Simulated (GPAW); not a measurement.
# Does Al15CrAs16 (AlAs32 Cr1) carry moments in GPAW?

Wanted: the moments of Al15CrAs16 (AlAs32 Cr1) and the energy gained by spin polarisation.

Program: GPAW 26.7.0. Level of theory: PBE; plane waves with GPAW's PAW setups, scalar-relativistic. Results are calculated unless marked as measured.

### Step 1. Set-up

The structure is tetragonal, space group P-42m (No. 111). The conventional cell has a = 11.322 Å, b = 11.322 Å, c = 5.661 Å, α = 90.00°, β = 90.00°, γ = 90.00°. Nearest to Cr lie 4 As at 2.45 Å. Nearest to As lie 1 Cr at 2.45 Å and 3 Al at 2.45 Å. Nearest to Al lie 4 As at 2.45 Å. Nearest to As lie 4 Al at 2.45 Å. Nearest to As lie 4 Al at 2.45 Å. substitutional dopants on the host's lattice, its constants typed without a cited source, atoms not relaxed. Farther neighbours are not listed.

The cell is a made-up one and need not be a known phase.

### Step 2. Run 1 (ferro +)

Parallel moments need no larger cell; this start tests for a ferromagnetic state only.

File order1.py:

```python
import json
import numpy as np
from ase import Atoms
from ase.parallel import paropen, parprint
from gpaw import GPAW

atoms = Atoms(['Cr', 'As', 'Al', 'As', 'Al', 'As', 'Al', 'As', 'Al', 'As', 'Al', 'As', 'Al', 'As', 'Al', 'As', 'Al', 'As', 'Al', 'As', 'Al', 'As', 'Al', 'As', 'Al', 'As', 'Al', 'As', 'Al', 'As', 'Al', 'As'],
    cell=[[11.322, 0.0, 0.0],
         [0.0, 11.322, 0.0],
         [0.0, 0.0, 5.661]],
    scaled_positions=[[0.0, 0.0, 0.0],
         [0.125, 0.125, 0.25],
         [0.0, 0.25, 0.5],
         [0.125, 0.375, 0.75],
         [0.25, 0.0, 0.5],
         [0.375, 0.125, 0.75],
         [0.25, 0.25, 0.0],
         [0.375, 0.375, 0.25],
         [0.0, 0.5, 0.0],
         [0.125, 0.625, 0.25],
         [0.0, 0.75, 0.5],
         [0.125, 0.875, 0.75],
         [0.25, 0.5, 0.5],
         [0.375, 0.625, 0.75],
         [0.25, 0.75, 0.0],
         [0.375, 0.875, 0.25],
         [0.5, 0.0, 0.0],
         [0.625, 0.125, 0.25],
         [0.5, 0.25, 0.5],
         [0.625, 0.375, 0.75],
         [0.75, 0.0, 0.5],
         [0.875, 0.125, 0.75],
         [0.75, 0.25, 0.0],
         [0.875, 0.375, 0.25],
         [0.5, 0.5, 0.0],
         [0.625, 0.625, 0.25],
         [0.5, 0.75, 0.5],
         [0.625, 0.875, 0.75],
         [0.75, 0.5, 0.5],
         [0.875, 0.625, 0.75],
         [0.75, 0.75, 0.0],
         [0.875, 0.875, 0.25]],
    pbc=True,
    magmoms=[3.0, 0.0, 0.0, 0.0, 0.0, 0.0, 0.0, 0.0, 0.0, 0.0, 0.0, 0.0, 0.0, 0.0, 0.0, 0.0, 0.0, 0.0, 0.0, 0.0, 0.0, 0.0, 0.0, 0.0, 0.0, 0.0, 0.0, 0.0, 0.0, 0.0, 0.0, 0.0])
atoms.calc = GPAW(mode={'name': 'pw', 'ecut': 450},
    xc='PBE',
    kpts={'size': (3, 3, 5), 'gamma': True},
    occupations={'name': 'fermi-dirac', 'width': 0.05},
    convergence={'density': 1e-05, 'energy': 1e-05},
    maxiter=200,
    mixer={'name': 'pulay', 'beta': 0.05, 'nmaxold': 6, 'weight': 50},
    symmetry={'tolerance': 1e-4},
    txt='order1.txt')
e = atoms.get_potential_energy(force_consistent=True)
res = {'free_energy': e, 'energy_sigma0': atoms.get_potential_energy(), 'fermi_energy': atoms.calc.get_fermi_level()}
res['moments'] = atoms.get_magnetic_moments().tolist()
res['total'] = atoms.get_magnetic_moment()
parprint('site moments (muB):', np.round(res['moments'], 3))
parprint(f"total moment: {res['total']:.3f} muB")
parprint(f'free energy: {e:.6f} eV')
atoms.calc.write('order1.gpw')
with paropen('results.json', 'w') as f:
    json.dump(res, f)
```

The run is started by

```sh
OMP_NUM_THREADS=1 mpirun -n 4 gpaw python order1.py > order1.log
```

Numbers of over 12 decimals in the logs are rounded to 6 here.

Output:

```text
site moments (muB): [ 2.825 -0.05   0.009 -0.004  0.009 -0.004  0.005 -0.005  0.    -0.004
  0.009 -0.05   0.    -0.005  0.005 -0.004  0.    -0.004  0.    -0.005
  0.009 -0.05   0.005 -0.004 -0.    -0.005  0.    -0.004  0.    -0.004
  0.005 -0.05 ]
total moment: 3.000 muB
free energy: -153.229288 eV

--- order1.txt ---
Input parameters:
  mode=PW(ecut=450),
  convergence={'density': 1e-05, 'energy': 1e-05},
  kpts=MonkhorstPack(size=(3, 3, 5), gamma=True),
  maxiter=200,
  mixer=Pulay(name='pulay', nmaxold=6, beta=0.05, weight=50, sigma=0.015, g_ss=None),
  occupations=Occupations(name='fermi-dirac', width=0.05),
  symmetry=Symmetry(tolerance=0.0001),
  xc=XC(name='PBE')

Diagonalizing LCAO Hamiltonian
Converting LCAO to pw mode
        .---------------------------.
       /|                           |
      / |                           |
     /  |  As            As         |
    /   |       As            As    |
   /  Al|           Al              |
  /    As         As As         As  |
 *      .--Al------------Al---------.
 |     / As As         As As       /
 | Al /      Al  Al        Al     /
 |   Al Al    As   Al Al    As   /
 |  /As            As           /
 | /      Al            Al     /
 |/                           /
 Cr------------Al------------*

Atoms  # Å, Bohr magnetons
|    | symbol |        x |        y |        z |    initial magnetic moments |
|----|--------|----------|----------|----------|-----------------------------|
|  0 |     Cr | 0.000000 | 0.000000 | 0.000000 | ( 0.0000,  0.0000,  3.0000) |
|  1 |     As | 1.415250 | 1.415250 | 1.415250 | ( 0.0000,  0.0000,  0.0000) |
|  2 |     Al | 0.000000 | 2.830500 | 2.830500 | ( 0.0000,  0.0000,  0.0000) |
|  3 |     As | 1.415250 | 4.245750 | 4.245750 | ( 0.0000,  0.0000,  0.0000) |
|  4 |     Al | 2.830500 | 0.000000 | 2.830500 | ( 0.0000,  0.0000,  0.0000) |
|  5 |     As | 4.245750 | 1.415250 | 4.245750 | ( 0.0000,  0.0000,  0.0000) |
|  6 |     Al | 2.830500 | 2.830500 | 0.000000 | ( 0.0000,  0.0000,  0.0000) |
|  7 |     As | 4.245750 | 4.245750 | 1.415250 | ( 0.0000,  0.0000,  0.0000) |
|  8 |     Al | 0.000000 | 5.661000 | 0.000000 | ( 0.0000,  0.0000,  0.0000) |
|  9 |     As | 1.415250 | 7.076250 | 1.415250 | ( 0.0000,  0.0000,  0.0000) |
| 10 |     Al | 0.000000 | 8.491500 | 2.830500 | ( 0.0000,  0.0000,  0.0000) |
| 11 |     As | 1.415250 | 9.906750 | 4.245750 | ( 0.0000,  0.0000,  0.0000) |
| 12 |     Al | 2.830500 | 5.661000 | 2.830500 | ( 0.0000,  0.0000,  0.0000) |
| 13 |     As | 4.245750 | 7.076250 | 4.245750 | ( 0.0000,  0.0000,  0.0000) |
| 14 |     Al | 2.830500 | 8.491500 | 0.000000 | ( 0.0000,  0.0000,  0.0000) |
| 15 |     As | 4.245750 | 9.906750 | 1.415250 | ( 0.0000,  0.0000,  0.0000) |
| 16 |     Al | 5.661000 | 0.000000 | 0.000000 | ( 0.0000,  0.0000,  0.0000) |
| 17 |     As | 7.076250 | 1.415250 | 1.415250 | ( 0.0000,  0.0000,  0.0000) |
| 18 |     Al | 5.661000 | 2.830500 | 2.830500 | ( 0.0000,  0.0000,  0.0000) |
| 19 |     As | 7.076250 | 4.245750 | 4.245750 | ( 0.0000,  0.0000,  0.0000) |
| 20 |     Al | 8.491500 | 0.000000 | 2.830500 | ( 0.0000,  0.0000,  0.0000) |
| 21 |     As | 9.906750 | 1.415250 | 4.245750 | ( 0.0000,  0.0000,  0.0000) |
| 22 |     Al | 8.491500 | 2.830500 | 0.000000 | ( 0.0000,  0.0000,  0.0000) |
| 23 |     As | 9.906750 | 4.245750 | 1.415250 | ( 0.0000,  0.0000,  0.0000) |
| 24 |     Al | 5.661000 | 5.661000 | 0.000000 | ( 0.0000,  0.0000,  0.0000) |
| 25 |     As | 7.076250 | 7.076250 | 1.415250 | ( 0.0000,  0.0000,  0.0000) |
| 26 |     Al | 5.661000 | 8.491500 | 2.830500 | ( 0.0000,  0.0000,  0.0000) |
| 27 |     As | 7.076250 | 9.906750 | 4.245750 | ( 0.0000,  0.0000,  0.0000) |
| 28 |     Al | 8.491500 | 5.661000 | 2.830500 | ( 0.0000,  0.0000,  0.0000) |
| 29 |     As | 9.906750 | 7.076250 | 4.245750 | ( 0.0000,  0.0000,  0.0000) |
| 30 |     Al | 8.491500 | 8.491500 | 0.000000 | ( 0.0000,  0.0000,  0.0000) |
| 31 |     As | 9.906750 | 9.906750 | 1.415250 | ( 0.0000,  0.0000,  0.0000) |

Unit cell  # Å
| periodic |         x |         y |        z |   lengths |    angles |
|----------|-----------|-----------|----------|-----------|-----------|
|      yes | 11.322000 |  0.000000 | 0.000000 | 11.322000 | 90.000000 |
|      yes |  0.000000 | 11.322000 | 0.000000 | 11.322000 | 90.000000 |
|      yes |  0.000000 |  0.000000 | 5.661000 |  5.661000 | 90.000000 |

Number of symmetries: 8

BZ-sampling:
  Number of BZ points: 45
  Number of IBZ points: 9

  Monkhorst-Pack size: [3, 3, 5]
  Monkhorst-Pack shift: [0, 0, 0]

K-points  # in reciprocal-cell coordinates
|   |                                coordinates |     weight |
|---|--------------------------------------------|------------|
| 0 | (  0.00000000,   0.00000000,   0.00000000) | 0.02222222 |
| 1 | (  0.00000000,   0.00000000,   0.20000000) | 0.04444444 |
| 2 | (  0.00000000,   0.00000000,   0.40000000) | 0.04444444 |
| 3 | (  0.33333333,   0.00000000,   0.00000000) | 0.08888889 |
| 4 | (  0.33333333,   0.00000000,   0.20000000) | 0.17777778 |
| 5 | (  0.33333333,   0.00000000,   0.40000000) | 0.17777778 |
| 6 | (  0.33333333,   0.33333333,   0.00000000) | 0.08888889 |
| 7 | (  0.33333333,   0.33333333,   0.20000000) | 0.17777778 |
| 8 | (  0.33333333,   0.33333333,   0.40000000) | 0.17777778 |

Plane wave coefficients: 15772
Cutoff: 450.000000 eV

Spin-components: 2 (collinear spins)
Bands:           85
Projectors:      161
Spin-degeneracy: 1
Datatype:        complex128

Parallelization:
  kpt:    4
  domain: 1
  band:   1

Density:
  Valence electrons: 131.0
  Components: 2
  Grid points: [56 56 28]
  Charge: 0.0  # |e|

Potential:
  Grid points: [56 56 28]

species:
  Cr:
    name:    Chromium
    Z:       24.0
    valence: 6
    core:    18
    charge:  0.0  # [|e|]
    compensation charges:
      type: gauss
      rc: 0.35  # [Å]
      lmax: 2
    cutoffs:
      filter: 2.14  # [Å]
      core: 3.04  # [Å]
    projectors
    | kind |    occ | energy [eV] | rcut [Å] |
    |------|--------|-------------|----------|
    |   4s |  1.000 |      -4.007 |    1.164 |
    |   4p |  0.000 |      -0.989 |    1.217 |
    |   3d |  5.000 |      -2.913 |    1.111 |
    |    s |        |      23.205 |    1.164 |
    |    p |        |      26.223 |    1.217 |
    |    d |        |      24.299 |    1.111 |

    Using partial waves for Cr as LCAO basis

  As:
    name:    Arsenic
    Z:       33.0
    valence: 5
    core:    28
    charge:  0.0  # [|e|]
    compensation charges:
      type: gauss
      rc: 0.33  # [Å]
      lmax: 2
    cutoffs:
      filter: 1.87  # [Å]
      core: 2.96  # [Å]
    projectors
    | kind |    occ | energy [eV] | rcut [Å] |
    |------|--------|-------------|----------|
    |   4s |  2.000 |     -14.487 |    1.058 |
    |   4p |  3.000 |      -5.196 |    1.058 |
    |    s |        |      12.725 |    1.058 |
    |    p |        |      22.016 |    1.058 |
    |    d |        |       0.000 |    1.058 |

    Using partial waves for As as LCAO basis

  Al:
    name:    Aluminium
    Z:       13.0
    valence: 3
    core:    10
    charge:  0.0  # [|e|]
    compensation charges:
      type: gauss
      rc: 0.34  # [Å]
      lmax: 2
    cutoffs:
      filter: 1.91  # [Å]
      core: 2.36  # [Å]
    projectors
    | kind |    occ | energy [eV] | rcut [Å] |
    |------|--------|-------------|----------|
    |   3s |  2.000 |      -7.753 |    1.085 |
    |   3p |  1.000 |      -2.712 |    1.085 |
    |    s |        |      19.459 |    1.085 |
    |    p |        |      24.499 |    1.085 |
    |    d |        |       0.000 |    1.085 |

    Using partial waves for Al as LCAO basis

Reference energy: -1111681.304025  # eV

eigensolver:
  PPCG
  Converge bands: occupied
  niter=2

density mixing:
  Pulay-Mixer
  Linear mixing parameters: 0.05
  Old densities: 6
  Fourier metric: weight=50, sigma=0.015

occupation numbers:
  Fermi-Dirac:
    width: 0.0500  # eV

poisson solver:
  ecut: 3600.000000  # eV

xc functional:
  name: PBE with 2 nearest neighbor stencil

convergence criteria:
- Maximum integral of absolute [dens]ity change: 1e-05 electrons / valence electron
- Maximum [total energy] change in last 3 cyles: 1e-05 eV / valence electron
- Maximum integral of absolute [eigenst]ate change: 4e-08 eV^2 / valence electron
maximum number of iterations: 200

SCF iterations
|iter     |      energy | eigst |  dens |  magmom |
|---------|-------------|-------|-------|---------|
|iter:   1|       0s | -156.330618 | -0.14 |       |  +2.9906|
|iter:   2|      22s | -154.528836 | -1.49 | -0.80 |  +2.9548|
|iter:   3|      41s | -154.198953 | -2.55 | -0.84 |  +2.9573|
|iter:   4|      63s | -153.208594 | -1.42 | -0.87 |  +2.9826|
|iter:   5|      82s | -153.167579 | -2.13 | -1.30 |  +2.9850|
|iter:   6|     100s | -153.370072 | -2.41 | -1.35 |  +2.9922|
|iter:   7|     118s | -153.182630 | -2.46 | -1.53 |  +2.9934|
|iter:   8|     137s | -153.222350 | -3.12 | -1.70 |  +2.9986|
|iter:   9|     158s | -153.196885 | -2.99 | -2.04 |  +2.9992|
|iter:  10|     178s | -153.199894 | -4.25 | -2.33 |  +2.9999|
[... 15 iterations left out ...]
|iter:  26|     463s | -153.200621c| -7.93c| -4.48 |  +3.0000|
|iter:  27|     473s | -153.200622c| -8.19c| -4.58 |  +3.0000|
|iter:  28|     482s | -153.200622c| -8.24c| -4.74 |  +3.0000|
|iter:  29|     491s | -153.200622c| -9.14c| -4.75 |  +3.0000|
|iter:  30|     500s | -153.200622c| -9.26c| -4.76 |  +3.0000|
|iter:  31|     509s | -153.200622c| -9.12c| -4.80 |  +3.0000|
|iter:  32|     519s | -153.200622c| -9.43c| -4.91 |  +3.0000|
|iter:  33|     528s | -153.200622c| -9.81c| -4.92 |  +3.0000|
|iter:  34|     537s | -153.200623c| -9.05c| -4.95 |  +3.0000|
|iter:  35|     546s | -153.200623c| -9.41c| -5.10c|  +3.0000|

Converged in 35 steps
Energy contributions relative to reference atoms: (reference = -1111681.304025)

Energy contributions:
  Kinetic:         299.166376
  Coulomb:        -269.221865
  Zero:             -0.120375
  External:          0.000000
  Xc:             -182.996093
  Entropy:          -0.057331
  Spinorbit:         0.000000
  ----------------------------
  Free energy:    -153.229288
  Extrapolated:   -153.200623

dipole moment: (-85.520105, -85.520105, -81.544181)  # |e|*Ang

Total magnetic moment: (0.000000, 0.000000, 3.000001)

Local magnetic moments
|        x |        y |         z |
|----------|----------|-----------|
| 0.000000 | 0.000000 |  2.825494 |  # Cr   0
| 0.000000 | 0.000000 | -0.050200 |  # As   1
| 0.000000 | 0.000000 |  0.009129 |  # Al   2
| 0.000000 | 0.000000 | -0.003914 |  # As   3
| 0.000000 | 0.000000 |  0.009129 |  # Al   4
| 0.000000 | 0.000000 | -0.003914 |  # As   5
| 0.000000 | 0.000000 |  0.004807 |  # Al   6
| 0.000000 | 0.000000 | -0.005059 |  # As   7
| 0.000000 | 0.000000 |  0.000498 |  # Al   8
| 0.000000 | 0.000000 | -0.003914 |  # As   9
| 0.000000 | 0.000000 |  0.009129 |  # Al  10
| 0.000000 | 0.000000 | -0.050200 |  # As  11
| 0.000000 | 0.000000 |  0.000117 |  # Al  12
| 0.000000 | 0.000000 | -0.005059 |  # As  13
| 0.000000 | 0.000000 |  0.004807 |  # Al  14
| 0.000000 | 0.000000 | -0.003914 |  # As  15
[...]
| 0.000000 | 0.000000 |  0.004807 |  # Al  22
| 0.000000 | 0.000000 | -0.003914 |  # As  23
| 0.000000 | 0.000000 | -0.000261 |  # Al  24
| 0.000000 | 0.000000 | -0.005059 |  # As  25
| 0.000000 | 0.000000 |  0.000117 |  # Al  26
| 0.000000 | 0.000000 | -0.003914 |  # As  27
| 0.000000 | 0.000000 |  0.000117 |  # Al  28
| 0.000000 | 0.000000 | -0.003914 |  # As  29
| 0.000000 | 0.000000 |  0.004807 |  # Al  30
| 0.000000 | 0.000000 | -0.050200 |  # As  31

Fermi level: 4.951
Eigenvalues  # (at kpt = [0.000, 0.000, 0.000])
| band index |      eig [eV] | occ [0-1] |      eig [eV] | occ [0-1] |
|------------|---------------|-----------|---------------|-----------|
|          0 |        -7.517 |     1.000 |        -7.524 |     1.000 |
|        ... |               |           |               |           |
|         57 |         3.119 |     1.000 |         3.356 |     1.000 |
|         58 |         3.246 |     1.000 |         3.401 |     1.000 |
|         59 |         3.246 |     1.000 |         3.433 |     1.000 |
|         60 |         3.411 |     1.000 |         3.433 |     1.000 |
|         61 |         3.608 |     1.000 |         4.150 |     1.000 |
|         62 |         3.873 |     1.000 |         4.165 |     1.000 |
|         63 |         3.879 |     1.000 |         4.165 |     1.000 |
|         64 |         3.977 |     1.000 |         5.722 |     0.000 |
|         65 |         3.977 |     1.000 |         5.737 |     0.000 |
|         66 |         5.078 |     0.072 |         5.737 |     0.000 |
|         67 |         5.197 |     0.007 |         5.989 |     0.000 |
|         68 |         5.197 |     0.007 |         6.011 |     0.000 |
|         69 |         5.941 |     0.000 |         6.422 |     0.000 |
|         70 |         5.964 |     0.000 |         6.615 |     0.000 |
|         71 |         5.964 |     0.000 |         6.752 |     0.000 |
|         72 |         6.410 |     0.000 |         6.769 |     0.000 |
|        ... |               |           |               |           |
|         84 |         8.108 |     0.000 |         8.115 |     0.000 |

No gap
No difference between direct/indirect transitions
```

It took 9.7 min on 4 MPI ranks of Arm Neoverse V1, shared host; peak memory 2.1 GiB; 39 min of CPU time.

Spin moment in the augmentation sphere by element, in μB:

```csv
element,atoms,mean,spread (r.m.s.),least,largest
Cr,1,2.83,0.00,2.83,2.83
As,16,-0.02,0.02,-0.05,0.00
Al,15,0.00,0.00,0.00,0.01
```

The atoms farthest from the mean of their element:

```csv
atom,"x, y, z (Å)",spin moment in the augmentation sphere (μB)
As2,"1.42, 1.42, 1.42",-0.05
As12,"1.42, 9.91, 4.25",-0.05
As32,"9.91, 9.91, 1.42",-0.05
As22,"9.91, 1.42, 4.25",-0.05
As10,"1.42, 7.08, 1.42",0.00
As16,"4.25, 9.91, 1.42",0.00
As6,"4.25, 1.42, 4.25",0.00
As4,"1.42, 4.25, 4.25",0.00
```

Read from the output:

```yaml
magnetization: 3.000 μB
final_state: ferromagnetic
```

After 35 cycles the largest moment stands at 2.83 μB.

[end of part 1 of 2]

[Logs and program files are shortened in this print: banners, set-up blocks, solver, clock and traceback lines can be left out without a mark of their own.]

[Logs are printed without paths, hosts, clocks, repeated set-up lines and the standing remarks that a program may print on its own settings, such as how far it seeks lower states.]

[Hosts, paths, dates, database ids (printed as entryN), source tags and the programs' standing remarks are cut or masked in the printed files.]

[Where a cell is said to come from a database of computed structures, the database is the Materials Project.]
